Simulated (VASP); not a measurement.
# Al in VASP: a series of runs

The runs below take Al through work function, band structure, with PBE, PBE+TS, PBE+D2.

All numbers are computed with VASP 6.6.1; they aren't measurements. Logs are shortened: lines on timing, memory, paths and dates and some standing lists are left out, and cuts for length are marked.

## 1. The cell of the first run

The cell holds a slab with vacuum, 5 atoms: a = 2.862 Å, b = 2.862 Å, c = 24.348 Å, α = 90.00°, β = 90.00°, γ = 120.00°.

The slab is cut from a database's or a generator's crystal, which needn't be the stable form of the element.

## 2. Work function, PBE (the (1 1 1) slab of Al, cut from the database cell, not relaxed)

Input file INCAR:

```
PREC     = Accurate       # precision mode
ENCUT    = 520            # plane-wave cutoff, eV
EDIFF    = 1E-6           # SCF threshold, eV
ISMEAR   = 0              # smearing method
SIGMA    = 0.05           # smearing width, eV
LREAL    = False          # projectors in reciprocal space
LASPH    = True           # aspherical terms in the spheres
NELM     = 100            # most SCF steps
ALGO     = Fast           # electronic algorithm
ISIF     = 2              # what is computed and relaxed
LWAVE    = False          # write WAVECAR
LCHARG   = True           # write CHGCAR
LDIPOL   = True         
IDIPOL   = 3            
DIPOL    = 0.5 0.5 0.500
GGA      = PE             # functional
LELF     = True           # ELF
LVHAR    = True         
LVACPOTAV= True
```

Input file KPOINTS:

```
Automatic mesh
0
Gamma
  11 11 1
```

Input file POSCAR:

```
Al
1.0
    2.8623399660      0.0000000000      0.0000000000
   -1.4311699830      2.4788591248      0.0000000000
    0.0000000000      0.0000000000     24.3483631827
Al
5
Direct
    0.6666666667      0.3333333333      0.3080289194
    0.3333333333      0.6666666667      0.4040144597
    0.0000000000      0.0000000000      0.5000000000
    0.6666666667      0.3333333333      0.5959855403
    0.3333333333      0.6666666667      0.6919710806
```

Potentials or basis: VASP PAW PBE potentials, release 64 (Al).

Started as:

```console
$ cat potpaw_PBE.64/Al/POTCAR > POTCAR
$ mpirun -np 1 vasp_std > vasp.out
```

OUTCAR:

```text
PREC = Accurate
   ENCUT = 520
   EDIFF = 1E-6
   ISMEAR = 0
   LREAL = False
   LASPH = True
   NELM = 100
   ISIF = 2
   GGA = PE

 ion  position               nearest neighbor table
   1  0.667  0.333  0.308-   2 2.86   2 2.86   2 2.86
   2  0.333  0.667  0.404-   1 2.86   3 2.86   1 2.86   3 2.86   3 2.86   1 2.86
   3  0.000  0.000  0.500-   2 2.86   4 2.86   2 2.86   4 2.86   4 2.86   2 2.86
   4  0.667  0.333  0.596-   5 2.86   3 2.86   5 2.86   3 2.86   3 2.86   5 2.86
   5  0.333  0.667  0.692-   4 2.86   4 2.86   4 2.86

  LATTYP: Found a hexagonal cell.
 ALAT       =     2.8623399660
 C/A-ratio  =     8.5064539754

  Lattice vectors:

 A1 = (   2.8623399660,   0.0000000000,   0.0000000000)
 A2 = (  -1.4311699830,   2.4788591248,   0.0000000000)
 A3 = (   0.0000000000,   0.0000000000,  24.3483631827)

Analysis of symmetry for initial positions (statically):
=====================================================================
 Subroutine PRICEL returns:
 Original cell was already a primitive cell.

 Routine SETGRP: Setting up the symmetry group for a
 hexagonal supercell.

 Subroutine GETGRP returns: Found 12 space group operations
 (whereof 12 operations were pure point group operations)
 out of a pool of 24 trial point group operations.

The static configuration has the point symmetry D_3d.

Analysis of symmetry for dynamics (positions and initial velocities):
=====================================================================
 Subroutine PRICEL returns:
 Original cell was already a primitive cell.

 Routine SETGRP: Setting up the symmetry group for a
 hexagonal supercell.

 Subroutine GETGRP returns: Found 12 space group operations
 (whereof 12 operations were pure point group operations)
 out of a pool of 24 trial point group operations.

The dynamic configuration has the point symmetry D_3d.

 Subroutine INISYM returns: Found 12 space group operations
 (whereof 12 operations are pure point group operations),
 and found     1 'primitive' translations

----------------------------------------------------------------------------------------

                                     Primitive cell

  volume of cell :     172.7599

  direct lattice vectors                    reciprocal lattice vectors
     2.862339966  0.000000000  0.000000000     0.349364510  0.201705694  0.000000000
    -1.431169983  2.478859125  0.000000000     0.000000000  0.403411388  0.000000000
     0.000000000  0.000000000 24.348363183     0.000000000  0.000000000  0.041070523

  length of vectors
     2.862339966  2.862339966 24.348363183     0.403411388  0.403411388  0.041070523

  position of ions in fractional coordinates (direct lattice)
     0.666666667  0.333333333  0.308028919
     0.333333333  0.666666667  0.404014460
     0.000000000  0.000000000  0.500000000
     0.666666667  0.333333333  0.595985540
     0.333333333  0.666666667  0.691971081

  ion indices of the primitive-cell ions
   primitive index   ion index
                 1           1
                 2           2
                 3           3
                 4           4
                 5           5

----------------------------------------------------------------------------------------

 KPOINTS: Automatic mesh

Automatic generation of k-mesh.
 Grid dimensions read from file:
 generate k-points for:   11   11    1

 Generating k-lattice:

  Cartesian coordinates                     Fractional coordinates (reciprocal lattice)
     0.031760410  0.018336881  0.000000000     0.090909091  0.000000000  0.000000000
     0.000000000  0.036673763  0.000000000     0.000000000  0.090909091  0.000000000
     0.000000000  0.000000000  0.041070523     0.000000000  0.000000000  1.000000000

  Length of vectors
     0.036673763  0.036673763  0.041070523

  Shift w.r.t. Gamma in fractional coordinates (k-lattice)
     0.000000000  0.000000000  0.000000000

 Subroutine IBZKPT returns following result:
 ===========================================

 Found     16 irreducible k-points:

 Following reciprocal coordinates:
            Coordinates               Weight
  0.000000  0.000000  0.000000      1.000000
  0.090909 -0.000000  0.000000      6.000000
  0.181818 -0.000000  0.000000      6.000000
  0.272727 -0.000000  0.000000      6.000000
  0.363636 -0.000000  0.000000      6.000000
  0.454545 -0.000000  0.000000      6.000000
[... 8 lines left out ...]
  0.272727  0.272727  0.000000      6.000000
  0.363636  0.272727  0.000000      6.000000
   k-points           NKPTS =     16   k-points in BZ     NKDIM =     16   number of bands    NBANDS=     11
   number of dos      NEDOS =    301   number of ions     NIONS =      5
   total plane-waves  NPLWV = 110592
   dimension x,y,z NGX =    24 NGY =   24 NGZ =  192
   dimension x,y,z NGXF=    48 NGYF=   48 NGZF=  384
   ions per type =               5
   NGX,Y,Z   is equivalent  to a cutoff of  13.94, 13.94, 13.11 a.u.
[... 30 lines left out ...]
   LHFCALC =     F    Hartree Fock is set to
   AEXX    =    0.0000 exact exchange contribution
   IVDW    =     0    specifies the selected vdW correction
   LEPSILON=     F    determine dielectric tensor
   LRPA    =     F    only Hartree local field effects (RPA)
 non-spin polarized calculation
 RMM-DIIS sequential band-by-band and
 Gauss-broadening in eV      SIGMA  =   0.05
  energy-cutoff  :      520.00
  volume of cell :      172.76
 maximum number of plane-waves:      4687
 NGX is ok and might be reduce to    24
   NGX = 11   NGY = 11   NGZ = 91

 dipolmoment           0.000000      0.000000     -0.000000 electrons x Angstroem

 number of electron      15.0000000 magnetization

 dipolmoment           0.000000      0.000000      0.000000 electrons x Angstroem

 Free energy of the ion-electron system (eV)
  ---------------------------------------------------
  ext. energy  EPLUGINS =         0.00000000
  ---------------------------------------------------
  free energy    TOTEN  =       -17.98344826 eV

  energy without entropy =      -17.97982598  energy(sigma->0) =      -17.98163712

 E-fermi :   1.8079     XC(G=0):  -5.6444

 val. band max:        1.8023011554   @ k =   0.2727   0.0909   0.0000
 cond. band min:       1.8843972031   @ k =   0.1818   0.0909   0.0000
 fundamental gap:      0.0820960478
 Fermi energy:         1.8079342079

 k-point     1 :       0.0000    0.0000    0.0000
  band No.  band energies     occupation
      1      -9.0826      2.00000
      2      -8.3797      2.00000
      3      -7.2752      2.00000
      4      -5.7370      2.00000
      5      -3.8398      2.00000
      6      -1.8005      2.00000
      7       0.6163      2.00000
      8       2.9789      0.00000
      9       4.7592      0.00000
     10       5.7620      0.00000
     11       5.9971      0.00000

 k-point     2 :       0.0909   -0.0000    0.0000
  band No.  band energies     occupation
      1      -8.8839      2.00000
      2      -8.1817      2.00000
      3      -7.0784      2.00000
      4      -5.5416      2.00000
      5      -3.6445      2.00000
      6      -1.6140      2.00000
      7       0.8021      2.00000
      8       3.1618      0.00000
      9       4.9479      0.00000
     10       5.9548      0.00000
     11       6.1891      0.00000

 k-point     3 :       0.1818   -0.0000    0.0000
  band No.  band energies     occupation
      1      -8.2894      2.00000
      2      -7.5896      2.00000
      3      -6.4899      2.00000
      4      -4.9574      2.00000
      5      -3.0619      2.00000
      6      -1.0559      2.00000
      7       1.3523      2.00000
      8       3.6856      0.00000
      9       5.4523      0.00000
     10       6.3160      0.00000
     11       6.8113      0.00000
[... 155 lines left out ...]
 k-point    15 :       0.2727    0.2727    0.0000
  band No.  band energies     occupation
      1      -3.8137      2.00000
      2      -3.1350      2.00000
      3      -2.0760      2.00000
      4      -0.6402      2.00000
      5       0.2967      2.00000
      6       0.3018      2.00000
      7       0.7025      2.00000
      8       0.9795      2.00000
      9       1.5961      2.00000
     10       1.9497      0.00006
     11       2.4917      0.00000

 k-point    16 :       0.3636    0.2727    0.0000
  band No.  band energies     occupation
      1      -1.9379      2.00000
      2      -1.8985      2.00000
      3      -1.2776      2.00000
      4      -1.2345      2.00000
      5      -0.3905      2.00000
      6      -0.1121      2.00000
      7       0.1310      2.00000
      8       0.7082      2.00000
      9       1.1889      2.00000
     10       1.3487      2.00000
     11       2.2798      0.00000

------------------------ aborting loop because EDIFF is reached ----------------------------------------

  FORCE on cell =-STRESS in cart. coord.  units (eV):
  Direction    XX          YY          ZZ          XY          YZ          ZX
  --------------------------------------------------------------------------------------
  -------------------------------------------------------------------------------------
  Total       -1.1593464     -1.1593464     -0.1540709      0.0000000      0.0000000     -0.0000000
  in kB      -10.7517953    -10.7517953     -1.4288553      0.0000000      0.0000000     -0.0000000
  external PRESSURE =      -7.6441486 kB  Pullay stress =       0.0000000 kB

 VOLUME and BASIS-vectors are now :
 -----------------------------------------------------------------------------
  energy-cutoff  :      520.00
  volume of cell :      172.76
      direct lattice vectors                 reciprocal lattice vectors
     2.862339966  0.000000000  0.000000000     0.349364510  0.201705694  0.000000000
    -1.431169983  2.478859125  0.000000000     0.000000000  0.403411388  0.000000000
     0.000000000  0.000000000 24.348363183     0.000000000  0.000000000  0.041070523

 POSITION                                       TOTAL-FORCE (eV/Angst)
 -----------------------------------------------------------------------------------
      1.43117      0.82629      7.50000        -0.000000     -0.000000     -0.048162
     -0.00000      1.65257      9.83709         0.000000     -0.000000      0.128621
      0.00000      0.00000     12.17418        -0.000000      0.000000      0.000000
      1.43117      0.82629     14.51127         0.000000      0.000000     -0.128621
     -0.00000      1.65257     16.84836         0.000000      0.000000      0.048162
 -----------------------------------------------------------------------------------
    total drift:                                0.000000     -0.000000      0.000000

  FREE ENERGIE OF THE ION-ELECTRON SYSTEM (eV)
  ---------------------------------------------------
  free  energy   TOTEN  =       -17.9834482611 eV

  energy  without entropy=      -17.9798259776  energy(sigma->0) =      -17.98163712

 vacuum level on the upper side and lower side of the slab         5.786         5.786
```

Run time: 1.8 min. Hardware: 1 thread of Intel Xeon Platinum 8375C at 2.90GHz (Ice Lake), shared host; peak memory 0.3 GiB.

Results:

* Free energy: -17.9834 eV
* Largest force: 0.129 eV/Å
* Band gap on the k mesh: none (metal or under the smearing width)
* Work function of the upper face: 3.98 eV
* Work function of the lower face: 3.98 eV

Forces on the atoms (eV/Å):
```
Al   0.000  0.000 -0.048
Al   0.000  0.000  0.129
Al   0.000  0.000  0.000
Al   0.000  0.000 -0.129
Al   0.000  0.000  0.048
```

Levels at points of the mesh, in eV from the Fermi level:
| k point | band 4 | band 5 | band 6 | band 7 | band 8 | band 9 | band 10 | band 11 |
| --- | --- | --- | --- | --- | --- | --- | --- | --- |
| (0.00, 0.00, 0.00) | -7.54 | -5.65 | -3.61 | -1.19 | 1.17 | 2.95 | 3.95 | 4.19 |

## 3. Band structure, PBE+TS

Input file run.py:

```python
from ase.calculators.vasp import Vasp
from ase.dft.bandgap import bandgap
from ase.io import read

atoms = read('POSCAR')
calc = Vasp(
    directory='calc',
    xc='pbe',
    pp='PBE',
    setups='recommended',
    prec='Accurate',
    encut=520,
    ediff=1e-06,
    ismear=0,
    sigma=0.05,
    lreal=False,
    lasph=True,
    nelm=60,
    algo='Normal',
    isif=2,
    lwave=False,
    lcharg=True,
    ldipol=True,
    idipol=3,
    dipol=[0.5, 0.5, 0.5],
    ivdw=2,
    kpts=[11, 11, 1],
    gamma=True,
    nbands=16,
)
atoms.calc = calc

print('energy (eV):', atoms.get_potential_energy())
print('free energy (eV):', atoms.get_potential_energy(force_consistent=True))
efermi = calc.get_fermi_level()
print('Fermi level (eV):', efermi)
path = atoms.cell.bandpath(npoints=60, eps=1e-4)
print('path:', path.path)
calc.set(kpts=path.kpts, reciprocal=True, icharg=11, isym=0, lcharg=False)
calc.calculate(atoms)
print('gap on the path (eV):', bandgap(calc, efermi=efermi)[0])
print('direct gap on the path (eV):', bandgap(calc, efermi=efermi, direct=True)[0])
```

Input file POSCAR:

```
Al
1.0
    2.8623399660      0.0000000000      0.0000000000
   -1.4311699830      2.4788591248      0.0000000000
    0.0000000000      0.0000000000     24.3483631827
Al
5
Direct
    0.6638920000      0.3261520000      0.3070820000
    0.3308740000      0.6627170000      0.4046950000
    0.0066290000      0.0091560000      0.4994980000
    0.6726870000      0.3361590000      0.5962410000
    0.3364650000      0.6743770000      0.6907380000
```

Potentials or basis: VASP PAW PBE potentials, release 64 (Al).

Started as:

```console
$ python run.py
```

Wall time 9.4 min (1 thread of Intel Xeon Platinum 8375C at 2.90GHz (Ice Lake), shared host); peak memory 0.35 GiB.

Results (log left out):

```yaml
Band_gap_along_the_path: none (metal or under the smearing width)
Dispersion_energy_per_atom: -0.405 eV
```

Levels at the corners of the path, in eV from the Fermi level:
```tsv
point	band 3	band 4	band 5	band 6	band 7	band 8	band 9	band 10	band 11	band 12
Γ	-9.07	-7.54	-5.64	-3.60	-1.18	1.18	2.96	3.96	4.21	5.93
M	-4.34	-4.32	-3.42	-3.15	-1.88	-1.43	0.18	0.26	1.93	2.20
K	-3.06	-2.49	-2.43	-2.41	-1.62	-1.57	-1.08	-0.28	0.64	0.69
Γ	-9.07	-7.54	-5.64	-3.60	-1.18	1.18	2.96	3.96	4.21	5.93
A	-9.07	-7.54	-5.64	-3.60	-1.18	1.18	3.00	3.69	4.89	4.98
L	-4.34	-4.32	-3.42	-3.15	-1.88	-1.43	0.18	0.26	1.93	2.20
H	-3.06	-2.49	-2.43	-2.41	-1.62	-1.57	-1.08	-0.28	0.64	0.69
A	-9.07	-7.54	-5.64	-3.60	-1.18	1.18	3.00	3.69	4.89	4.98
L	-4.34	-4.32	-3.42	-3.15	-1.88	-1.43	0.18	0.26	1.93	2.20
M	-4.34	-4.32	-3.42	-3.15	-1.88	-1.43	0.18	0.26	1.93	2.20
K	-3.06	-2.49	-2.43	-2.41	-1.62	-1.57	-1.08	-0.28	0.64	0.69
H	-3.06	-2.49	-2.43	-2.41	-1.62	-1.57	-1.08	-0.28	0.64	0.69
```

Caveat: the log is that of the step along the path at fixed density, whose energy, stress, charges and moments have no meaning; atom-pairwise D2, TS and ULG terms overbind metals.

## 4. Band structure, PBE+D2 (the (1 1 1) slab of Al, cut from the database cell, not relaxed)

Input file POSCAR:

```
Al
1.0
    2.8623399660      0.0000000000      0.0000000000
   -1.4311699830      2.4788591248      0.0000000000
    0.0000000000      0.0000000000     24.3483631827
Al
5
Direct
    0.6666666667      0.3333333333      0.3080289194
    0.3333333333      0.6666666667      0.4040144597
    0.0000000000      0.0000000000      0.5000000000
    0.6666666667      0.3333333333      0.5959855403
    0.3333333333      0.6666666667      0.6919710806
```

Input file INCAR.step1:

```
SYSTEM = Al
PREC     = Accurate       ! precision mode
ENCUT    = 520            ! plane-wave cutoff, eV
EDIFF    = 1E-6           ! SCF threshold, eV
ISMEAR   = -1             ! smearing method
SIGMA    = 0.05           ! smearing width, eV
LREAL    = .False.        ! projectors in reciprocal space
LASPH    = .True.         ! aspherical terms in the spheres
NELM     = 100            ! most SCF steps
ALGO     = Fast           ! electronic algorithm
ISIF     = 2              ! what is computed and relaxed
LWAVE    = .False.        ! write WAVECAR
LCHARG   = .True.         ! write CHGCAR
GGA      = PE             ! functional
IVDW     = 1              ! dispersion correction
NBANDS   = 16             ! bands
```

Input file KPOINTS.step1:

```
Automatic mesh
0
Gamma
  11 11 1
  0 0 0
```

Input file INCAR.step2:

```
SYSTEM = Al
PREC     = Accurate       ! precision mode
ENCUT    = 520            ! plane-wave cutoff, eV
EDIFF    = 1E-6           ! SCF threshold, eV
ISMEAR   = 0              ! smearing method
SIGMA    = 0.05           ! smearing width, eV
LREAL    = .False.        ! projectors in reciprocal space
LASPH    = .True.         ! aspherical terms in the spheres
NELM     = 100            ! most SCF steps
ALGO     = Fast           ! electronic algorithm
ISIF     = 2              ! what is computed and relaxed
LWAVE    = .False.        ! write WAVECAR
LCHARG   = .False.        ! write CHGCAR
GGA      = PE             ! functional
IVDW     = 1              ! dispersion correction
NBANDS   = 16             ! bands
ICHARG   = 11             ! starting density
```

Input file KPOINTS.step2:

```
path GMKGALHA,LM,KH
15
line-mode
reciprocal
 0.0000000000  0.0000000000  0.0000000000  G
 0.5000000000  0.0000000000  0.0000000000  M

 0.5000000000  0.0000000000  0.0000000000  M
 0.3333333333  0.3333333333  0.0000000000  K

 0.3333333333  0.3333333333  0.0000000000  K
 0.0000000000  0.0000000000  0.0000000000  G

 0.0000000000  0.0000000000  0.0000000000  G
 0.0000000000  0.0000000000  0.5000000000  A

 0.0000000000  0.0000000000  0.5000000000  A
 0.5000000000  0.0000000000  0.5000000000  L

 0.5000000000  0.0000000000  0.5000000000  L
 0.3333333333  0.3333333333  0.5000000000  H

 0.3333333333  0.3333333333  0.5000000000  H
 0.0000000000  0.0000000000  0.5000000000  A

 0.5000000000  0.0000000000  0.5000000000  L
 0.5000000000  0.0000000000  0.0000000000  M

 0.3333333333  0.3333333333  0.0000000000  K
 0.3333333333  0.3333333333  0.5000000000  H
```

Started as:

```console
$ cat potpaw_PBE.64/Al/POTCAR > POTCAR
$ cp INCAR.step1 INCAR
$ cp KPOINTS.step1 KPOINTS
$ mpirun -np 1 vasp_std > vasp.out
$ cp INCAR.step2 INCAR
$ cp KPOINTS.step2 KPOINTS
$ mpirun -np 1 vasp_std > vasp.out
```

Wall time 8.5 min (1 thread of Intel Xeon Platinum 8375C at 2.90GHz (Ice Lake), shared host); peak memory 0.46 GiB.

Results (log left out):

```yaml
Band_gap_along_the_path: none (metal or under the smearing width)
Dispersion_energy_per_atom: -0.202 eV
```

Levels at the corners of the path, in eV from the Fermi level:
| point | band 6 | band 7 | band 8 | band 9 | band 10 | band 11 |
| --- | --- | --- | --- | --- | --- | --- |
| Γ | -3.60 | -1.18 | 1.18 | 2.98 | 3.99 | 4.23 |
| M | -3.14 | -1.88 | -1.43 | 0.18 | 0.25 | 1.93 |
| M | -3.14 | -1.88 | -1.43 | 0.18 | 0.25 | 1.93 |
| K | -2.42 | -1.60 | -1.60 | -1.08 | -0.28 | 0.66 |
| K | -2.42 | -1.60 | -1.60 | -1.08 | -0.28 | 0.66 |
| Γ | -3.60 | -1.18 | 1.18 | 2.98 | 3.99 | 4.23 |
| Γ | -3.60 | -1.18 | 1.18 | 2.98 | 3.99 | 4.23 |
| A | -3.60 | -1.18 | 1.18 | 3.02 | 3.71 | 4.91 |
| A | -3.60 | -1.18 | 1.18 | 3.02 | 3.71 | 4.91 |
| L | -3.14 | -1.88 | -1.43 | 0.18 | 0.25 | 1.93 |
| L | -3.14 | -1.88 | -1.43 | 0.18 | 0.25 | 1.93 |
| H | -2.42 | -1.60 | -1.60 | -1.08 | -0.28 | 0.66 |
| H | -2.42 | -1.60 | -1.60 | -1.08 | -0.28 | 0.66 |
| A | -3.60 | -1.18 | 1.18 | 3.02 | 3.71 | 4.91 |
| L | -3.14 | -1.88 | -1.43 | 0.18 | 0.25 | 1.93 |
| M | -3.14 | -1.88 | -1.43 | 0.18 | 0.25 | 1.93 |
| K | -2.42 | -1.60 | -1.60 | -1.08 | -0.28 | 0.66 |
| H | -2.42 | -1.60 | -1.60 | -1.08 | -0.28 | 0.66 |

Caveat: the log is that of the step along the path at fixed density, whose energy, stress, charges and moments have no meaning; atom-pairwise D2, TS and ULG terms overbind metals.
